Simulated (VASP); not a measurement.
BaHfO₃ (strained cubic perovskite): a PBE single-point calculation in VASP

INCAR

```
NSW = 0
LASPH = .TRUE.
NBANDS = 27
ISMEAR = -1
ENCUT = 520
ISIF = 2
SIGMA = 0.02
LCHARG = .FALSE.
LREAL = .FALSE.
IBRION = -1
EDIFF = 1E-7
LWAVE = .FALSE.
PREC = Accurate
GGA = PE
NELM = 120
```

KPOINTS

```
KPOINTS created by Atomic Simulation Environment
0
Gamma
6 6 6
0 0 0
```

KPOINTS_OPT

```
special points
5
Reciprocal
0.0000000000 0.0000000000 0.0000000000 1
0.0000000000 0.5000000000 0.0000000000 1
0.5000000000 0.5000000000 0.0000000000 1
0.5000000000 0.5000000000 0.5000000000 1
0.4843750000 -0.5000000000 -0.5000000000 1
```

POSCAR

```
Ba Hf O
 1.0000000000000000
     4.0935175953999998    0.0000000000000000    0.0000000000000000
     0.0000000000000000    4.0935175953999998    0.0000000000000000
     0.0000000000000000    0.0000000000000000    4.0935175953999998
 Ba  Hf  O
   1   1   3
Cartesian
  0.0000000000000000  0.0000000000000000  0.0000000000000000
  2.0467587976999995  2.0467587976999995  2.0467587976999995
  2.0467587976999995  2.0467587976999995  0.0000000000000000
  2.0467587976999995  0.0000000000000000  2.0467587976999995
  0.0000000000000000  2.0467587976999995  2.0467587976999995
```

VASP ran with the recommended PBE PAW datasets (38 valence electrons in the cell).

Command

```
mpirun -np 1 vasp_std
```

OSZICAR

```
N       E                     dE             d eps       ncg     rms          rms(c)
DAV:   1     0.216858485931E+03    0.21686E+03   -0.21402E+04  1080   0.138E+03
DAV:   2    -0.383288523526E+02   -0.25519E+03   -0.24650E+03  1367   0.321E+02
DAV:   3    -0.500481292965E+02   -0.11719E+02   -0.11672E+02  1413   0.641E+01
DAV:   4    -0.502318535539E+02   -0.18372E+00   -0.18356E+00  1476   0.736E+00
DAV:   5    -0.502351089797E+02   -0.32554E-02   -0.32551E-02  1379   0.710E-01    0.670E+01
DAV:   6    -0.434442294384E+02    0.67909E+01   -0.31815E+01  1168   0.333E+01    0.562E+01
DAV:   7    -0.433372873844E+02    0.10694E+00   -0.17446E+00  1346   0.837E+00    0.338E+01
DAV:   8    -0.433283114473E+02    0.89759E-02   -0.20153E-01  1212   0.367E+00    0.677E+00
DAV:   9    -0.433152717271E+02    0.13040E-01   -0.51795E-02  1239   0.149E+00    0.231E+00
DAV:  10    -0.433152139963E+02    0.57731E-04   -0.61982E-03  1291   0.526E-01    0.609E-01
DAV:  11    -0.433151165907E+02    0.97406E-04   -0.54688E-04  1362   0.147E-01    0.779E-02
DAV:  12    -0.433151454535E+02   -0.28863E-04   -0.54528E-05  1430   0.479E-02    0.109E-01
DAV:  13    -0.433151494925E+02   -0.40390E-05   -0.55411E-06  1433   0.155E-02    0.128E-02
DAV:  14    -0.433151491910E+02    0.30157E-06   -0.55880E-07  1291   0.476E-03    0.103E-02
DAV:  15    -0.433151489501E+02    0.24090E-06   -0.18624E-07  1119   0.292E-03    0.195E-03
DAV:  16    -0.433151489830E+02   -0.32916E-07   -0.19485E-08   633   0.938E-04
   1 F= -.43315149E+02 E0= -.43315149E+02  d E =-.538444E-12
       N       E                     dE             ncg
DAV:   1     0.724538875582E+03   -0.52895E+04      270
DAV:   2    -0.495136846986E+03   -0.12197E+04      331
DAV:   3    -0.561307192375E+03   -0.66170E+02      382
DAV:   4    -0.562211643590E+03   -0.90445E+00      321
DAV:   5    -0.562237754822E+03   -0.26111E-01      379
DAV:   6    -0.562238408336E+03   -0.65351E-03      316
DAV:   7    -0.562238425006E+03   -0.16670E-04      400
DAV:   8    -0.562238425868E+03   -0.86206E-06      276
DAV:   9    -0.562238425918E+03   -0.49750E-07      270
```

From OUTCAR

```
k-points           NKPTS =     20   k-points in BZ     NKDIM =     20   number of bands    NBANDS=     27

   NELECT =      38.0000    total number of electrons

   dimension x,y,z NGX =    30 NGY =   30 NGZ =   30
   dimension x,y,z NGXF=    60 NGYF=   60 NGZF=   60

  energy-cutoff  :      520.00
  volume of cell :       68.59
      direct lattice vectors                 reciprocal lattice vectors
     4.093517595  0.000000000  0.000000000     0.244288678  0.000000000  0.000000000
     0.000000000  4.093517595  0.000000000     0.000000000  0.244288678  0.000000000
     0.000000000  0.000000000  4.093517595     0.000000000  0.000000000  0.244288678

 k-points in reciprocal lattice and weights: KPOINTS created by Atomic Simulation Env
   0.00000000  0.00000000  0.00000000       0.005
   0.16666667  0.00000000  0.00000000       0.028
   0.33333333  0.00000000  0.00000000       0.028
   0.50000000  0.00000000  0.00000000       0.014
   0.16666667  0.16666667  0.00000000       0.056
   0.33333333  0.16666667  0.00000000       0.111
   0.50000000  0.16666667  0.00000000       0.056
   0.33333333  0.33333333  0.00000000       0.056
   ...

 E-fermi :   3.2956

 k-point     1 :       0.0000    0.0000    0.0000
  band No.  band energies     occupation
      1     -25.6665      2.00000
      2     -25.6665      2.00000
      3     -25.6665      2.00000
      4     -22.2873      2.00000
      5     -14.0107      2.00000
      6     -13.4885      2.00000
      7     -13.4885      2.00000
      8      -7.4447      2.00000
      9      -7.4447      2.00000
     10      -7.4447      2.00000
     11       1.2305      2.00000
     12       1.2305      2.00000
     13       1.2305      2.00000
     14       1.7410      2.00000
     15       1.7410      2.00000
     16       1.7410      2.00000
     17       2.6596      2.00000
     18       2.6596      2.00000
     19       2.6596      2.00000
     20       6.4917      0.00000
     21       6.4917      0.00000
     22       6.4917      0.00000
     23       7.5655      0.00000
     24       7.5655      0.00000
     25       9.2141      0.00000
     26      12.0089      0.00000
     27      12.0169      0.00000

 k-point     2 :       0.1667    0.0000    0.0000
  band No.  band energies     occupation
      1     -25.7132      2.00000
      2     -25.6650      2.00000
      3     -25.6650      2.00000
      4     -22.2606      2.00000
      5     -14.0090      2.00000
      6     -13.4810      2.00000
      7     -13.3271      2.00000
      8      -7.4210      2.00000
      9      -7.4210      2.00000
     10      -7.3722      2.00000
     11       0.7131      2.00000
     12       1.1239      2.00000
     13       1.1239      2.00000
     14       1.4789      2.00000
     15       1.4789      2.00000
     16       1.5157      2.00000
     17       1.9580      2.00000
     18       2.5535      2.00000
     19       2.5535      2.00000
     20       6.6211      0.00000
     21       7.1903      0.00000
     22       7.1903      0.00000
     23       8.0443      0.00000
     24       8.0589      0.00000
     25       9.8372      0.00000
     26      11.6146      0.00000
     27      12.0257      0.00000

 k-point     3 :       0.3333    0.0000    0.0000
  band No.  band energies     occupation
      1     -25.8038      2.00000
      2     -25.6622      2.00000
      3     -25.6621      2.00000
      4     -22.2076      2.00000
      5     -14.1190      2.00000
      6     -13.4658      2.00000
      7     -12.8439      2.00000
      8      -7.3727      2.00000
      9      -7.3727      2.00000
     10      -7.2283      2.00000
     11      -0.5844      2.00000
     12       0.8288      2.00000
     13       0.8288      2.00000
     14       1.1279      2.00000
     15       1.1279      2.00000
     16       1.1286      2.00000
     17       1.1811      2.00000
     18       2.4109      2.00000
     19       2.4109      2.00000
     20       6.9294      0.00000
     21       8.6433      0.00000
     22       8.6433      0.00000
     23       9.0117      0.00000
     24       9.1908      0.00000
     25      10.8326      0.00000
     26      11.2716      0.00000
     27      11.9976      0.00000

 k-point     4 :       0.5000    0.0000    0.0000
  band No.  band energies     occupation
      1     -25.8478      2.00000
      2     -25.6607      2.00000
      3     -25.6607      2.00000
      4     -22.1813      2.00000
      5     -14.1902      2.00000
      6     -13.4582      2.00000
      7     -12.5563      2.00000
      8      -7.3481      2.00000
      9      -7.3481      2.00000
     10      -7.1566      2.00000
     11      -1.2659      2.00000
     12       0.6611      2.00000
     13       0.6611      2.00000
     14       0.9200      2.00000
     15       0.9579      2.00000
     16       1.0028      2.00000
     17       1.0028      2.00000
     18       2.3600      2.00000
     19       2.3600      2.00000
     20       7.1222      0.00000
     21       9.5238      0.00000
     22       9.5604      0.00000
     23       9.5604      0.00000
     24       9.8755      0.00000
     25      10.4302      0.00000
     26      11.8230      0.00000
     27      11.8231      0.00000

 k-point     5 :       0.1667    0.1667    0.0000
  band No.  band energies     occupation
      1     -25.7135      2.00000
      2     -25.7087      2.00000
      3     -25.6636      2.00000
      4     -22.2385      2.00000
      5     -13.9501      2.00000
      6     -13.3700      2.00000
      7     -13.3100      2.00000
      8      -7.4698      2.00000
      9      -7.3934      2.00000
     10      -7.2858      2.00000
     11       0.4329      2.00000
     12       0.8369      2.00000
     13       0.9052      2.00000
     14       1.0272      2.00000
     15       1.2324      2.00000
     16       1.6805      2.00000
     17       1.7629      2.00000
     18       2.2629      2.00000
     19       2.4232      2.00000
     20       7.2754      0.00000
     21       7.3245      0.00000
     22       7.4695      0.00000
     23       8.5473      0.00000
     24       8.6626      0.00000
     25      10.2378      0.00000
     26      11.4901      0.00000
     27      12.2268      0.00000

 k-point     6 :       0.3333    0.1667    0.0000
  band No.  band energies     occupation
      1     -25.8005      2.00000
      2     -25.7067      2.00000
      3     -25.6608      2.00000
      4     -22.1944      2.00000
      5     -13.9839      2.00000
      6     -13.3459      2.00000
      7     -12.8815      2.00000
      8      -7.4447      2.00000
      9      -7.3369      2.00000
     10      -7.2386      2.00000
     11      -0.6324      2.00000
     12       0.1435      2.00000
     13       0.5776      2.00000
     14       0.7271      2.00000
     15       0.9034      2.00000
     16       1.3068      2.00000
     17       1.7416      2.00000
     18       2.1215      2.00000
     19       2.2555      2.00000
     20       7.5614      0.00000
     21       8.4905      0.00000
     22       8.6952      0.00000
     23       9.6124      0.00000
     24       9.7726      0.00000
     25      11.0257      0.00000
     26      11.0935      0.00000
     27      12.2452      0.00000

 k-point     7 :       0.5000    0.1667    0.0000
  band No.  band energies     occupation
      1     -25.8438      2.00000
      2     -25.7047      2.00000
      3     -25.6594      2.00000
      4     -22.1725      2.00000
      5     -14.0307      2.00000
      6     -13.3418      2.00000
      7     -12.6012      2.00000
      8      -7.3961      2.00000
      9      -7.3079      2.00000
     10      -7.2520      2.00000
     11      -1.2978      2.00000
     12      -0.1223      2.00000
     13       0.5217      2.00000
     14       0.5504      2.00000
     15       0.7866      2.00000
     16       1.1911      2.00000
     17       1.7748      2.00000
     18       1.9686      2.00000
     19       2.1988      2.00000
     20       7.7216      0.00000
     21       9.3006      0.00000
     22       9.4833      0.00000
     23      10.1830      0.00000
     24      10.4380      0.00000
     25      11.0075      0.00000
     26      11.0100      0.00000
     27      11.9286      0.00000

 ...

  Total        6.3021517      6.3021517      6.3021517      0.0000000      0.0000000     -0.0000000
  in kB      147.2005570    147.2005570    147.2005570      0.0000000      0.0000000     -0.0000000
  external PRESSURE =     147.2005570 kB  Pullay stress =       0.0000000 kB

 POSITION                                       TOTAL-FORCE (eV/Angst)
 -----------------------------------------------------------------------------------
      0.00000      0.00000      0.00000         0.000000      0.000000      0.000000
      2.04676      2.04676      2.04676         0.000000      0.000000      0.000000
      2.04676      2.04676      0.00000         0.000000      0.000000      0.000000
      2.04676      0.00000      2.04676         0.000000      0.000000      0.000000
      0.00000      2.04676      2.04676         0.000000      0.000000      0.000000
 -----------------------------------------------------------------------------------
    total drift:                                0.000000      0.000000     -0.000000

  FREE ENERGIE OF THE ION-ELECTRON SYSTEM (eV)
  ---------------------------------------------------
  free  energy   TOTEN  =       -43.3151489830 eV

  energy  without entropy=      -43.3151489830  energy(sigma->0) =      -43.31514898
```

```
gap between bands v and c : 3.69 eV
least direct gap          : 3.83 eV
pressure                  : 14.7 GPa
```

Band v is the last that the valence electrons fill when counted band by band, and c is the next.

The run took about 30 s on one core of a shared host (Intel Xeon Platinum 8488C) and held 0.21 GiB at most.
